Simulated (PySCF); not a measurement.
Molecule: Norbornadiene (C1=C[C@H]2C=C[C@@H]1C2, C₇H₈).

Molfile (atoms numbered from 1):
```
C7H8
     RDKit          3D

 15 16  0  0  0  0  0  0  0  0999 V2000
    1.3197    0.5338   -0.4644 C   0  0  0  0  0  0  0  0  0  0  0  0
    1.2246   -0.7978   -0.4021 C   0  0  0  0  0  0  0  0  0  0  0  0
   -0.1116   -1.1199    0.2807 C   0  0  2  0  0  0  0  0  0  0  0  0
   -1.2302   -0.6342   -0.6512 C   0  0  0  0  0  0  0  0  0  0  0  0
   -1.1350    0.6974   -0.7136 C   0  0  0  0  0  0  0  0  0  0  0  0
    0.0473    1.1042    0.1764 C   0  0  1  0  0  0  0  0  0  0  0  0
   -0.1368    0.0496    1.2948 C   0  0  0  0  0  0  0  0  0  0  0  0
    2.1052    1.1307   -0.9294 H   0  0  0  0  0  0  0  0  0  0  0  0
    1.9145   -1.5404   -0.8046 H   0  0  0  0  0  0  0  0  0  0  0  0
   -0.2192   -2.1399    0.6715 H   0  0  0  0  0  0  0  0  0  0  0  0
   -1.9176   -1.2852   -1.1927 H   0  0  0  0  0  0  0  0  0  0  0  0
   -1.7267    1.3860   -1.3179 H   0  0  0  0  0  0  0  0  0  0  0  0
    0.0879    2.1611    0.4698 H   0  0  0  0  0  0  0  0  0  0  0  0
   -1.0965    0.1431    1.8253 H   0  0  0  0  0  0  0  0  0  0  0  0
    0.7007    0.0233    2.0084 H   0  0  0  0  0  0  0  0  0  0  0  0
  1  2  2  0
  2  3  1  0
  3  4  1  0
  4  5  2  0
  5  6  1  0
  6  7  1  0
  6  1  1  0
  7  3  1  0
  1  8  1  0
  2  9  1  0
  3 10  1  1
  4 11  1  0
  5 12  1  0
  6 13  1  1
  7 14  1  0
  7 15  1  0
M  END
```

Geometry PBE0-D3(BJ)/def2-SVP throughout; GIAO in PySCF 2.14, gas phase, one conformer, non-relativistic; equivalent atoms averaged; basis pcSseg-1.

For orientation, WP04 gives these shifts δ (against TMS at the same level): C1/C2/C4/C5 152.4, C7 79.9, C3/C6 56.4, H8/H9/H11/H12 6.65, H10/H13 3.15, H14/H15 1.96 ppm.

A run gave: C1/C2/C4/C5 151.6, C7 84.2, C3/C6 56.8, H8/H9/H11/H12 6.98, H10/H13 3.46, H14/H15 2.10 ppm (shifts δ (against TMS at the same level)).

Which functional was used in that run?
A. BP86
B. PBE0
C. KT3
D. LC-wPBE

Results:

A. C3/C6 tells them apart best: BP86 gives 56.8, KT3 gives 53.5, LC-wPBE gives 51.1, PBE0 gives 53.8 ppm.
